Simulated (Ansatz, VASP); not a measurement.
# Cross-check of PtSe2 between VASP and Ansatz, part 2 of 2

One calculation is typed for both programs; each brings its own data sets and cutoff. How far apart do they land? The cell is generated by rule, not measured, and may not be a known phase. The cell is taken from a series of VASP runs on this material, whose earlier steps may have relaxed, scaled or displaced it; both programs get it as it stands.

VASP 6.6.1 and Ansatz 0.2.0.

So far. Step 2 (VASP: band structure, PBE, spin-orbit coupling): The run ends at a pressure of -9.67 GPa.

The structure was built from a prototype and need not be the compound's stable phase.

## (3) Ansatz: band structure, PBE, spin-orbit coupling

Level of this step: Ansatz beside VASP: Kohn-Sham DFT, plane waves, PBE, spin-orbit coupling (Ansatz).

Ansatz runs on its fully relativistic PAW (standard-fr) files.

The same cell, functional, mesh and smearing now go to Ansatz, which takes its cutoff from its data sets.

File input.yaml:

```yaml
crystal:
  lattice:
    - [0.0, 3.27843, 3.27843]
    - [3.27843, 0.0, 3.27843]
    - [3.27843, 3.27843, 0.0]
  atoms:
    - { symbol: Pt, position: [0.0, 0.0, 0.0] }
    - { symbol: Se, position: [0.25, 0.25, 0.25] }
    - { symbol: Se, position: [0.75, 0.75, 0.75] }
hamiltonian:
  xc: pbe
  pseudopotentials: { kind: paw_fr }
magnetization:
  noncollinear: true
  spin_orbit: true
kpoints:
  mp_grid: { grid: [8, 8, 8] }
  band_path:
    path:
      - [0.0, 0.0, 0.0]
      - [0.16667, 0.0, 0.16667]
      - [0.33333, 0.0, 0.33333]
      - [0.5, 0.0, 0.5]
      - [0.5, 0.08333, 0.58333]
      - [0.5, 0.18333, 0.68333]
      - [0.5, 0.25, 0.75]
      - [0.45, 0.3, 0.75]
      - [0.40833, 0.34167, 0.75]
      - [0.35, 0.35, 0.7]
      - [0.225, 0.225, 0.45]
      - [0.075, 0.075, 0.15]
      - [0.03333, 0.03333, 0.03333]
      - [0.23333, 0.23333, 0.23333]
      - [0.4, 0.4, 0.4]
      - [0.51667, 0.46667, 0.51667]
      - [0.55833, 0.38333, 0.55833]
      - [0.60833, 0.28333, 0.60833]
      - [0.60833, 0.25, 0.64167]
      - [0.55833, 0.25, 0.69167]
      - [0.51667, 0.25, 0.73333]
      - [0.5, 0.3, 0.7]
      - [0.5, 0.38333, 0.61667]
      - [0.5, 0.48333, 0.51667]
      - [0.475, 0.475, 0.55]
      - [0.425, 0.425, 0.65]
      - [0.38333, 0.38333, 0.73333]
      - [0.59167, 0.18333, 0.59167]
      - [0.55, 0.1, 0.55]
      - [0.5, 0.0, 0.5]
    npoints: 1
scf:
  occupations: { method: gaussian, width: 0.02 }
  n_extra_bands: 14
output:
  forces: true
  stress: true
  eigenvalues: true
```

Run with:

```sh
$ ansatz run input.yaml --threads 2 --pin off --max-ram 4608MiB --backend cpu --events-out ev --progress --plain --runs-dir out
```

Numbers of over 12 decimals in the logs are rounded to 6 here.

The log of the run:

```text
scf.n_extra_bands = 14 over 50 filled bands (N_el = 50.0): the run solves 64 bands
Engine: ansatz 0.2.0, aarch64-unknown-linux-gnu
Pseudopotentials: kind: paw_fr
Pseudopotential: Pt, paw_fr, valence charge 18, recommended cutoff 420 eV (normal), Pt.paw.azcp#standard-fr
Pseudopotential: Se, paw_fr, valence charge 16, recommended cutoff 420 eV (normal), Se.paw.azcp#standard-fr
Functional definition: PBE
  parameter kappa = 0.804
  parameter beta = 0.066725
  exchange = pbe_x(kappa = kappa, mu = beta*pi^2/3)
  correlation = pbe_c(beta = beta)
non-collinear run that drives no moment, with spin-orbit: no starting moment large enough to seed its density (crystal.atoms[].spin), no starting occupations that ask for one, no magnetisation constraint and no magnetic field, so the semilocal B_xc is pinned to zero
Crystal: 3 atoms, lattice volume = 70.474 Å³
Basis set: ecut = 420 eV, 1411 PW (Γ), exchange–correlation on 64×64×64 points (8 copies of the dense FFT grid, shifted against one another)
Bands: 64, of which v1, the nominal top of the filled ones, is band 50 counted from 1 (49 counted from 0)
Symmetry: 48 space group operations + 48 with time reversal
Magnetic group: BNS 225.117 (UNI 1619), of the structure as read, at distance tolerance 4.1e-5 Å
k-points: 29 of 512
Projection manifold: j_resolved (fully-relativistic pseudo-atomic orbitals)
Non-local potential: Pt, projectors of the file, l = 0: 3, l = 1: 4, l = 2: 4, l = 3: 2
Non-local potential: Se, projectors of the file, l = 0: 2, l = 1: 4, l = 2: 6, l = 3: 2
PAW form: soft (Blöchl's): semilocal exchange-correlation on the pseudo side does not see the compensation charge
PAW one-centre angular grid: Pt, 590 points (default); XC on 64 Gauss nodes
PAW one-centre angular grid: Se, 590 points (default); XC on 96 Gauss nodes
Initial density: superposition of atomic densities (chi_scale 0.1, normalization cell, long waves kept (reshape's long-wave potential 0.00 eV rms))
Initial wavefunctions: pseudopotential atomic-orbital guess
Functional: x = pbe(κ = 0.804, μ = 0.219515), c = pbe(β = 0.066725)
SCF iter   1: F=—  HF=-23495.657785 eV  |F-HF|=—  |Δ(HF+E_count)|=         —  Δρ=2.68e-2  dr2=4.92e-1  dr2_m=0.00e0 (ungated)  ethr=3.10e-3  |M|=0.00e0 ∫|m|=0.00e0 μB  |m|>n=0.0e0 m-floor=0.0e0 τ_xc=0.0e0  β_m=0.30  ⟨swp⟩=6.5  Hψ=3880  notcnv=0  defer=24
preconditioner: auto → Kerker (q_TF=auto, 2.577 Å⁻¹)  [metal: Δε(μ)=0.004 eV  Ē_g=9.908 eV  σ=0.020 eV  W_gap=0.12  n_scr=14 (ndim 8)  ℏωp=20.7 eV  f_vac=0.073  D(μ)=10.14/eV (n_scr^D=168)]
spin=Noncollinear: Kerker preconditioning applied to the charge; magnetization (m_x, m_y, m_z) channels mix plain (no charge-response kernel on spin).
SCF iter   2: F=—  HF=-23495.603353 eV  |F-HF|=—  |Δ(HF+E_count)|=   5.44e-2  Δρ=2.10e-2  dr2=2.76e-1  dr2_m=0.00e0 (ungated)  ethr=9.84e-4  |M|=0.00e0 ∫|m|=0.00e0 μB  |m|>n=0.0e0 m-floor=0.0e0 τ_xc=0.0e0  β_m=0.65  ⟨swp⟩=1.9  Hψ=1102  notcnv=0  defer=228
SCF iter   3: F=—  HF=-23495.539372 eV  |F-HF|=—  |Δ(HF+E_count)|=   6.40e-2  Δρ=5.51e-3  dr2=3.85e-2  dr2_m=0.00e0 (ungated)  ethr=5.52e-4  |M|=0.00e0 ∫|m|=0.00e0 μB  |m|>n=0.0e0 m-floor=0.0e0 τ_xc=0.0e0  β_m=0.60  ⟨swp⟩=2.1  Hψ=1195  notcnv=0  defer=228
SCF iter   4: F=—  HF=-23495.534650 eV  |F-HF|=—  |Δ(HF+E_count)|=   4.72e-3  Δρ=1.83e-3  dr2=1.85e-3  dr2_m=0.00e0 (ungated)  ethr=7.69e-5  |M|=0.00e0 ∫|m|=0.00e0 μB  |m|>n=0.0e0 m-floor=0.0e0 τ_xc=0.0e0  β_m=0.80  ⟨swp⟩=2.3  Hψ=1169  notcnv=0  defer=232
SCF iter   5: F=—  HF=-23495.535410 eV  |F-HF|=—  |Δ(HF+E_count)|=   7.59e-4  Δρ=6.17e-4  dr2=6.74e-4  dr2_m=0.00e0 (ungated)  ethr=3.69e-6  |M|=0.00e0 ∫|m|=0.00e0 μB  |m|>n=0.0e0 m-floor=0.0e0 τ_xc=0.0e0  β_m=0.84  ⟨swp⟩=2.0  Hψ=1141  notcnv=0  defer=232
SCF iter   6: F=—  HF=-23495.535661 eV  |F-HF|=—  |Δ(HF+E_count)|=   2.51e-4  Δρ=3.31e-4  dr2=1.70e-4  dr2_m=0.00e0 (ungated)  ethr=1.35e-6  |M|=0.00e0 ∫|m|=0.00e0 μB  |m|>n=0.0e0 m-floor=0.0e0 τ_xc=0.0e0  β_m=0.92  ⟨swp⟩=2.1  Hψ=962  notcnv=0  defer=232
SCF iter   7: F=—  HF=-23495.535884 eV  |F-HF|=—  |Δ(HF+E_count)|=   2.23e-4  Δρ=1.63e-4  dr2=2.65e-5  dr2_m=0.00e0 (ungated)  ethr=3.39e-7  |M|=0.00e0 ∫|m|=0.00e0 μB  |m|>n=0.0e0 m-floor=0.0e0 τ_xc=0.0e0  β_m=0.88  ⟨swp⟩=2.6  Hψ=1432  notcnv=0  defer=232
SCF iter   8: F=—  HF=-23495.535895 eV  |F-HF|=—  |Δ(HF+E_count)|=   1.12e-5  Δρ=5.22e-5  dr2=1.38e-6  dr2_m=0.00e0 (ungated)  ethr=5.30e-8  |M|=0.00e0 ∫|m|=0.00e0 μB  |m|>n=0.0e0 m-floor=0.0e0 τ_xc=0.0e0  β_m=0.94  ⟨swp⟩=2.0  Hψ=1483  notcnv=0  defer=232
SCF iter   9: F=-23495.535902 eV  HF=-23495.535902 eV  |F-HF|=1.87e-7  |Δ(HF+E_count)|=   6.54e-6  Δρ=9.20e-6  dr2=4.38e-8  dr2_m=0.00e0 (ungated)  ethr=2.00e-10  |M|=0.00e0 ∫|m|=0.00e0 μB  |m|>n=0.0e0 m-floor=0.0e0 τ_xc=0.0e0  ⟨swp⟩=8.9  Hψ=4509  notcnv=0
SCF 1 converged in 9 iterations: F = -23495.535902 eV  dr2 = 4.38e-8
  greatest PAW one-centre occupation: 1.000 electrons in one spin orbital (limit 2), on the Pt atom at site 0 (counted from 0), in its partial waves of l = 0
NSCF: frozen V_eff on 30 k-points
SCF converged after 9 iterations
Magnetization: |M| = 0.0000 μB,  M = (+0.0000, +0.0000, +0.0000) μB
Absolute magnetization: 0.0000 μB (∫|m|)
  site 0: m = (+0.0000, +0.0000, +0.0000) μB, |m| = 0.0000 μB  (R = 1.17 Å)
  site 1: m = (+0.0000, +0.0000, +0.0000) μB, |m| = 0.0000 μB  (R = 1.17 Å)
  site 2: m = (+0.0000, +0.0000, +0.0000) μB, |m| = 0.0000 μB  (R = 1.17 Å)
Free energy (F): -23495.535902 eV
Harris-Foulkes:  -23495.535902 eV  (|F-HF|=1.87e-7)
Internal energy: -23495.533595 eV  (E = F + TS)
E sigma→0 (E₀):  -23495.534749 eV
Entropy (-TS):   -0.002307 eV (-0.769 meV/atom)
Fermi energy:    10.960128 eV
--- Per-component energies (eV) ---
  E_band       = -1069.352213
  E_kinetic    = 863.514016
  E_local      = -6915.850344  (includes V_loc(G=0)·N_el)
  E_nonlocal   = -998.177073
  E_hartree    = 3162.055380
  E_xc         = -465.136222
  E_vxc        = -492.426389  (∫ρ·V_xc dr)
  E_paw        = -13306.061252  (= ΣΔE_a)
  E_vpaw       = 149.476545  (= ΣTr[D̂ρ^β])
  E_aug_tail   = -0.001061  (compensation charges beyond the density's cutoff)
  E_ewald      = -5835.877039
  E_smearing   = -0.002307  (= −TS)
  E_closure    = 0.000000  (closes the sum)
  Σ components = -23495.535902   (vs F -23495.535902, Δ=0.00e0)
--- Forces (eV/Å), atoms counted from 1 ---
  atom   1  Pt    -0.00000000    -0.00000000     0.00000000
  atom   2  Se    -0.00000000    -0.00000000    -0.00000000
  atom   3  Se    -0.00000000    -0.00000000    -0.00000000
  max |Σ_I F_I| component: 5.55e-17 eV/Å
--- Stress (GPa, compression-positive) ---
       -9.645700      -0.000000      -0.000000
       -0.000000      -9.645700      -0.000000
       -0.000000       0.000000      -9.645700
  P = ⅓ Tr σ = -9.6457 GPa (-96.457 kbar)
--- Band table (eV; the first three rows and the last of 29) ---
  k-point 0: bands = [... 46 lower, 10.0544, 10.0544, 10.9209, 10.9209, 10.9209, 10.9209, 11.2604, 11.2604, ... 10 higher]
  k-point 1: bands = [... 46 lower, 9.8714, 9.8714, 10.7157, 10.7157, 10.8770, 10.8770, 11.1960, 11.1960, ... 10 higher]
  k-point 2: bands = [... 46 lower, 9.3379, 9.3379, 10.0507, 10.0507, 10.8653, 10.8653, 11.2477, 11.2477, ... 10 higher]
  k-point 28: bands = [... 46 lower, 9.5535, 9.5535, 9.7438, 9.7438, 11.0065, 11.0065, 12.3208, 12.3208, ... 10 higher]
```

It took 42 s on 2 threads of Arm Neoverse N1, shared host; peak memory 0.62 GiB.

In the SCF lines HF is the Harris–Foulkes energy and dr2 the Hartree energy of the density residual, in eV; the loop may stop once dr2 is under the threshold and the program's other checks hold. Hψ counts applications of the Hamiltonian.

## (4) Side by side

Known differences besides the potentials themselves: spin-orbit coupling enters by fully relativistic files in Ansatz and inside the spheres in VASP; the data sets hold 50 valence electrons in Ansatz (fully relativistic PAW (standard-fr) files) and 22 in VASP; the cutoff is 420 eV in Ansatz and 400 eV in VASP. Total energies have different zeros and are not compared.

Both answers:

```tsv
quantity	Ansatz	VASP	difference
pressure (GPa)	-9.65	-9.67	+0.02
```

Levels from 3 eV below to 2 eV above the Fermi level differ by 7 meV r.m.s. and 28 meV at most; each VASP level is matched to the nearest of Ansatz, which flatters the figure a little. Ansatz's pressure holds a Pulay correction of 0.02 GPa; VASP's holds none.

## (5) Outcome

```
r.m.s. difference of levels near the Fermi level (band structure, PBE, spin-orbit coupling) : 6.8 meV
```

In words: The r.m.s. difference of levels near the Fermi level is 6.8 meV (band structure, PBE, spin-orbit coupling), within the 80 meV picked in this series as the mark of a large difference. 1 further run of this series is not shown here. How closely two codes agree says nothing of how well the functional describes the real material.

[Lines on the potential files, build, host, timing and source positions are cut from VASP's logs without a mark.]

[Logs are printed without paths, hosts, clocks, repeated set-up lines and the standing remarks that a program may print on its own settings, such as how far it seeks lower states.]

[Hosts, paths, dates, database ids (printed as entryN), source tags and the programs' standing remarks are cut or masked in the printed files.]
